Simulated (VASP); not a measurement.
# Hg (C2/m) in VASP: further runs, part 2 of 2

VASP 6.6.1. The steps go on from the part before.

### Step 3. Single point, r2SCAN

INCAR

```
SYSTEM = Hg
PREC = Accurate
ENCUT = 650
EDIFF = 1E-6
ISMEAR = 0
SIGMA = 0.1
LREAL = .FALSE.
LASPH = .TRUE.
NELM = 100
ALGO = Normal
ISIF = 2
LWAVE = .FALSE.
LCHARG = .FALSE.
METAGGA = R2SCAN
LMIXTAU = .TRUE.
NBANDS = 12
ADDGRID = .FALSE.
```

KPOINTS

```
Automatic mesh
0
G
  10 10 10
  0 0 0
```

POSCAR

```
Hg
1.0
    2.1243184923     -2.6725824964      0.0000000000
    2.1243184923      2.6725824964      0.0000000000
   -2.1151288124      0.0000000000      2.8921990043
Hg
1
Direct
    0.0000000000      0.0000000000      0.0000000000
```

Potentials or basis: VASP PAW PBE potentials, release 64 (Hg).

Launch:

```sh
$ cat potpaw_PBE.64/Hg/POTCAR > POTCAR
$ mpirun -np 1 vasp_std > vasp.out
```

OUTCAR:

```text
SYSTEM = Hg
   PREC = Accurate
   ENCUT = 650
   EDIFF = 1E-6
   ISMEAR = 0
   LREAL = .FALSE.
   LASPH = .TRUE.
   NELM = 100
   ISIF = 2
   METAGGA = R2SCAN

 Found    282 irreducible k-points:

 Following reciprocal coordinates:
            Coordinates               Weight
  0.000000  0.000000  0.000000      1.000000
  0.100000  0.000000  0.000000      4.000000
  0.200000  0.000000  0.000000      4.000000
  0.300000  0.000000  0.000000      4.000000
  0.400000  0.000000  0.000000      4.000000
  0.500000 -0.000000  0.000000      2.000000
   k-points           NKPTS =    282   k-points in BZ     NKDIM =    282   number of bands    NBANDS=     12
   number of dos      NEDOS =    301   number of ions     NIONS =      1
   total plane-waves  NPLWV =  23520
   dimension x,y,z NGX =    28 NGY =   28 NGZ =   30
   dimension x,y,z NGXF=    56 NGYF=   56 NGZF=   60
   ions per type =               1
   NGX,Y,Z   is equivalent  to a cutoff of  13.63, 13.63, 13.92 a.u.
   NGXF,Y,Z  is equivalent  to a cutoff of  27.27, 27.27, 27.84 a.u.
 SYSTEM =  Hg
   PREC   = accura    normal or accurate (medium, high low for compatibility)
   ISTART =      0    job   : 0-new  1-cont  2-samecut
   ICHARG =      2    charge: 1-file 2-atom 10-const
   ISPIN  =      1    spin polarized calculation?
   LNONCOLLINEAR =      F non collinear calculations
   LSORBIT =      F    spin-orbit coupling
   LASPH  =      T    aspherical Exc in radial PAW
   ENCUT  =  650.0 eV  47.77 Ry    6.91 a.u.   7.10  7.10  7.45*2*pi/ulx,y,z
   NELM   =    100;   NELMIN=  2; NELMDL= -5     # of ELM steps
   EDIFF  = 0.1E-05   stopping-criterion for ELM
   LREAL  =      F    real-space projection
   EDIFFG = 0.1E-04   stopping-criterion for IOM
   NSW    =      0    number of steps for IOM
   IBRION =     -1    ionic relax: 0-MD 1-quasi-New 2-CG
   NFREE  =      0    steps in history (QN), initial steepest desc. (CG)
   ISIF   =      2    stress and relaxation
   ISYM   =      2    0-nonsym 1-usesym 2-fastsym
   POTIM  = 0.5000    time-step for ionic-motion
   TEBEG  =    0.0;   TEEND  =   0.0 temperature during run
   PSTRESS=    0.0 pullay stress
   NELECT =      12.0000    total number of electrons
   NUPDOWN=      -1.0000    fix difference up-down
   EMIN   =  10.00;   EMAX   =-10.00  energy-range for DOS
   EFERMI =   0.00;   METHOD = LEGACY
   ISMEAR =     0;   SIGMA  =   0.10  broadening in eV -4-tet -1-fermi 0-gaus
   EFERMI_NEDOS =   21; number of points for ismear=-14 and -15
   IALGO  =     38    algorithm
   IMIX   =      4    mixing-type and parameters
     AMIX     =   0.40;   BMIX     =  1.00
     AMIX_MAG =   1.60;   BMIX_MAG =  1.00
  volume/ion in A,a.u.               =      32.84       221.62
  Fermi-wavevector in a.u.,A,eV,Ry     =   1.170395  2.211725 18.637577  1.369823
  Thomas-Fermi vector in A             =   2.306854
   LORBIT       =      0    0 simple, 1 ext, 2 COOP (PROOUT), +10 PAW based schemes
   METAGGA = R2SCAN    functional components
   LHFCALC =     F    Hartree Fock is set to
   AEXX    =    0.0000 exact exchange contribution
   IVDW    =     0    specifies the selected vdW correction
   LEPSILON=     F    determine dielectric tensor
   LRPA    =     F    only Hartree local field effects (RPA)
 non-spin polarized calculation
 Gauss-broadening in eV      SIGMA  =   0.10
  energy-cutoff  :      650.00
  volume of cell :       32.84
 maximum number of plane-waves:      1260
   NGX = 15   NGY = 15   NGZ = 15

 number of electron      12.0000000 magnetization

 Free energy of the ion-electron system (eV)
  ---------------------------------------------------
  ext. energy  EPLUGINS =         0.00000000
  ---------------------------------------------------
  free energy    TOTEN  =       -49.32428610 eV

  energy without entropy =      -49.32330102  energy(sigma->0) =      -49.32379356

 E-fermi :   0.6014     XC(G=0):  -9.5749

 val. band max:        0.5918528757   @ k =   0.5000   0.4000   0.5000
 cond. band min:       0.6236079212   @ k =  -0.1000   0.5000   0.1000
 fundamental gap:      0.0317550456
 Fermi energy:         0.6014003911

 k-point     1 :       0.0000    0.0000    0.0000
  band No.  band energies     occupation
      1      -6.4824      2.00000
      2      -6.3205      2.00000
      3      -6.1000      2.00000
      4      -6.0775      2.00000
      5      -5.7648      2.00000
      6      -5.6435      2.00000
      7      12.5978      0.00000
      8      12.8096      0.00000
      9      13.2466      0.00000
     10      14.6327      0.00000
     11      14.8773      0.00000
     12      17.0404      0.00000
[... 61 lines left out ...]
 k-point     6 :       0.5000   -0.0000    0.0000
  band No.  band energies     occupation
      1      -6.4942      2.00000
      2      -6.3509      2.00000
      3      -5.8146      2.00000
      4      -5.6659      2.00000
      5      -5.3923      2.00000
      6      -1.6431      2.00000
      7       0.3296      1.99988
      8       8.5576      0.00000
      9      10.6208      0.00000
     10      12.7861      0.00000
     11      14.7412      0.00000
     12      17.1413      0.00000

 [... further k-points ...]

------------------------ aborting loop because EDIFF is reached ----------------------------------------

  FORCE on cell =-STRESS in cart. coord.  units (eV):
  Direction    XX          YY          ZZ          XY          YZ          ZX
  --------------------------------------------------------------------------------------
  -------------------------------------------------------------------------------------
  Total       -0.3319496     -0.2539492     -0.3935166      0.0000000      0.0000000     -0.0013174
  in kB      -16.1947355    -12.3893494    -19.1983851      0.0000000      0.0000000     -0.0642710
  external PRESSURE =     -15.9274900 kB  Pullay stress =       0.0000000 kB

 VOLUME and BASIS-vectors are now :
 -----------------------------------------------------------------------------
  energy-cutoff  :      650.00
  volume of cell :       32.84
      direct lattice vectors                 reciprocal lattice vectors
     2.124318492 -2.672582496  0.000000000     0.235369603 -0.187084964  0.172130973
     2.124318492  2.672582496  0.000000000     0.235369603  0.187084964  0.172130973
    -2.115128812  0.000000000  2.892199004     0.000000000  0.000000000  0.345757674

 POSITION                                       TOTAL-FORCE (eV/Angst)
 -----------------------------------------------------------------------------------
      0.00000      0.00000      0.00000         0.000000      0.000000      0.000000
 -----------------------------------------------------------------------------------
    total drift:                                0.000000      0.000000     -0.000000

  FREE ENERGIE OF THE ION-ELECTRON SYSTEM (eV)
  ---------------------------------------------------
  free  energy   TOTEN  =       -49.3242861049 eV

  energy  without entropy=      -49.3233010160  energy(sigma->0) =      -49.32379356
```

OSZICAR:

```text
N       E                     dE             d eps       ncg     rms          rms(c)
DAV:   1     0.319229831329E+02    0.31923E+02   -0.71304E+03  6888   0.112E+03
DAV:   2    -0.515365955694E+02   -0.83460E+02   -0.77431E+02  7332   0.237E+02
DAV:   3    -0.532574016530E+02   -0.17208E+01   -0.17194E+01  7944   0.383E+01
DAV:   4    -0.532596347743E+02   -0.22331E-02   -0.22331E-02  7448   0.149E+00
DAV:   5    -0.532596392324E+02   -0.44581E-05   -0.44581E-05  7872   0.617E-02    0.166E+00
DAV:   6    -0.492759278712E+02    0.39837E+01   -0.22237E+00  6892   0.175E+01    0.393E+00
DAV:   7    -0.493231797557E+02   -0.47252E-01   -0.56151E-02  7736   0.295E+00    0.231E+00
DAV:   8    -0.493035523077E+02    0.19627E-01   -0.87079E-02  6796   0.315E+00    0.366E-01
DAV:   9    -0.493073023463E+02   -0.37500E-02   -0.33576E-02  6768   0.163E+00    0.160E-01
DAV:  10    -0.492739976432E+02    0.33305E-01   -0.79759E-03  6768   0.735E-01    0.345E-01
DAV:  11    -0.492989263166E+02   -0.24929E-01   -0.53953E-03  6768   0.767E-01    0.182E-01
DAV:  12    -0.493242084587E+02   -0.25282E-01   -0.13280E-02  6768   0.875E-01    0.184E-02
DAV:  13    -0.493242689183E+02   -0.60460E-04   -0.12647E-04  7668   0.108E-01    0.221E-02
DAV:  14    -0.493242726634E+02   -0.37452E-05   -0.67824E-06  7192   0.246E-02    0.144E-02
DAV:  15    -0.493242801541E+02   -0.74907E-05   -0.17225E-05  6932   0.398E-02    0.593E-03
DAV:  16    -0.493242829661E+02   -0.28119E-05   -0.60204E-07  5212   0.930E-03    0.981E-03
DAV:  17    -0.493242858339E+02   -0.28678E-05   -0.13798E-06  6840   0.127E-02    0.360E-03
DAV:  18    -0.493242861049E+02   -0.27102E-06   -0.38141E-07  4220   0.681E-03
   1 F= -.49324286E+02 E0= -.49323794E+02  d E =-.985089E-03
```

stdout:

```text
POSCAR found type information on POSCAR Hg
 POSCAR found :  1 types and       1 ions
 scaLAPACK will be used
 -----------------------------------------------------------------------------
|                                                                             |
|                                                                             |
|     You enforced a specific xc type in the INCAR file but a different       |
|     I HOPE YOU KNOW WHAT YOU ARE DOING!                                     |
|                                                                             |
 -----------------------------------------------------------------------------

 LDA part: xc-table for (None), standard interpolation
 POSCAR, INCAR and KPOINTS ok, starting setup
 FFT: planning ... GRIDC
 FFT: planning ... GRID_SOFT
 FFT: planning ... GRID
 WAVECAR not read
 entering main loop
```

Run time: 8 min. Hardware: 1 thread of Intel Xeon Platinum 8259CL at 2.50GHz (Skylake/Cascade Lake), shared host; peak memory 0.29 GiB.

The run converged, but some of its settings lie outside the range that counts as converged, so its numbers aren't taken as properties of the crystal.

What came out:

```yaml
Free_energy: -49.3243 eV
Pressure: -1.6 GPa
Band_gap_on_the_k_mesh: none (metal or under the smearing width)
```

Caveat: the PAW data sets were made with another functional, which shifts forces and pressure a little.

### Step 4. Single point, PBE

INCAR

```
SYSTEM = Hg
  PREC = Accurate
  ENCUT = 550
  EDIFF = 1E-7
  ISMEAR = 0
  SIGMA = 0.05
  LREAL = .False.
  LASPH = .True.
  NELM = 80
  ALGO = Fast
  ISIF = 2
  LWAVE = .False.
  LCHARG = .False.
  GGA = PE
  NBANDS = 16
```

KPOINTS

```
Automatic mesh
0
Gamma
  9 9 9
  0 0 0
```

Changes to POSCAR since step 3:

```diff
@@ -7,3 +7,3 @@
 1
-Direct
+Cartesian
     0.0000000000      0.0000000000      0.0000000000
```

Potentials or basis: VASP PAW PBE potentials, release 64 (Hg_sv_GW).

Launch:

```sh
$ cat potpaw_PBE.64/Hg_sv_GW/POTCAR > POTCAR
$ mpirun -np 1 vasp_std > vasp.out
```

Wall time 1.7 min (1 thread of Intel Xeon Platinum 8488C (Sapphire Rapids), shared host); peak memory 0.27 GiB.

It converged, with:

| Property | Result |
| --- | --- |
| Free energy | -0.1780 eV |
| Pressure | -0.8 GPa |
| Band gap on the k mesh | none (metal or under the smearing width) |

Stress tensor (GPa, compression positive):
```
-0.95  0.00  0.02
 0.00 -0.51  0.00
 0.02  0.00 -0.99
```

Levels at points of the mesh, in eV from the Fermi level:
```csv
k point,band 6,band 7,band 8,band 9,band 10,band 11,band 12,band 13,band 14,band 15
"(0.00, 0.00, 0.00)",-6.46,-6.24,-6.22,-5.91,-5.79,11.76,11.93,12.26,13.14,13.44
```

### Step 5. Single point, PBE

run.py

```python
from ase.calculators.vasp import Vasp
from ase.dft.bandgap import bandgap
from ase.io import read

atoms = read('Hg.xyz')
calc = Vasp(
    directory='calc',
    xc='pbe',
    pp='PBE',
    setups='gw',
    prec='Accurate',
    encut=550,
    ediff=1e-06,
    ismear=0,
    sigma=0.05,
    lreal=False,
    lasph=True,
    nelm=100,
    algo='Fast',
    isif=2,
    lwave=False,
    lcharg=True,
    lelf=True,
    lvhar=True,
    kpts=[9, 9, 9],
    gamma=True,
    nbands=16,
)
atoms.calc = calc

print('energy (eV):', atoms.get_potential_energy())
print('free energy (eV):', atoms.get_potential_energy(force_consistent=True))
print('forces (eV/A):')
print(atoms.get_forces())
print('stress (eV/A^3, Voigt):', atoms.get_stress())
print('Fermi level (eV):', calc.get_fermi_level())
gap, top, bottom = bandgap(calc)
print('band gap (eV):', gap, 'from (spin, k, band)', top, 'to', bottom)
```

Hg.xyz

```xyz
1
Lattice="2.1243184923 -2.6725824964 0.0000000000 2.1243184923 2.6725824964 0.0000000000 -2.1151288124 0.0000000000 2.8921990043" Properties=species:S:1:pos:R:3 pbc="T T T"
Hg     0.0000000000      0.0000000000      0.0000000000
```

Launch:

```sh
$ python run.py
```

It took 91 s on 1 thread of Intel Xeon Platinum 8488C (Sapphire Rapids), shared host; peak memory 0.27 GiB.

The run converged. Its results:

```
Free energy            : -0.1780 eV
Pressure               : -0.8 GPa
Band gap on the k mesh : none (metal or under the smearing width)
```

Stress tensor (GPa, compression positive):
```
-0.97  0.00  0.02
 0.00 -0.53  0.00
 0.02  0.00 -1.01
```

Levels at points of the mesh, in eV from the Fermi level:
| k point | band 8 | band 9 | band 10 | band 11 | band 12 | band 13 |
| --- | --- | --- | --- | --- | --- | --- |
| (0.00, 0.00, 0.00) | -6.22 | -5.91 | -5.79 | 11.76 | 11.93 | 12.26 |

Spin-orbit coupling is left out, which matters for the levels of Hg.

### Step 6. Single point, vdW-DF2, spin-orbit coupling, no magnetisation (volume scaled by 0.92)

INCAR

```
SYSTEM = Hg
PREC = Accurate
ENCUT = 520
EDIFF = 1E-6
ISMEAR = 1
SIGMA = 0.1
LREAL = .False.
LASPH = .True.
NELM = 80
ALGO = Fast
ISIF = 2
LWAVE = .False.
LCHARG = .False.
MAGMOM = 0 0 0
LORBIT = 11
LSORBIT = .True.
GGA_COMPAT = .False.
GGA = ML
LUSE_VDW = .True.
AGGAC = 0.0
ZAB_VDW = -1.8867
```

KPOINTS

```
Automatic mesh
0
Gamma
  7 7 7
  0 0 0
```

POSCAR

```
Hg
3.3204
    0.622240823063     -0.782834560023      0.000000000000
    0.622240823063      0.782834560023      0.000000000000
   -0.619549044995      0.000000000000      0.847163123359
Hg
1
Direct
    0.0000000000      0.0000000000      0.0000000000
```

Potentials or basis: VASP PAW PBE potentials, release 64 (Hg).

Launch:

```sh
$ cat potpaw_PBE.64/Hg/POTCAR > POTCAR
$ mpirun -np 1 vasp_ncl > vasp.out
```

Run time: 2 min. Hardware: 1 thread of Intel Xeon Platinum 8488C (Sapphire Rapids), shared host; peak memory 0.48 GiB.

Results (log left out):

```yaml
Free_energy: 2.1879 eV
Pressure: 3.6 GPa
Valence_electrons_inside_the_program's_atomic_spheres: Hg 10.45
```

Stress tensor (GPa, compression positive):
```
 3.90  0.00 -0.02
 0.00  4.07  0.00
-0.02  0.00  2.98
```

Caveat: the PAW data sets were made with another functional, which shifts forces and pressure a little.
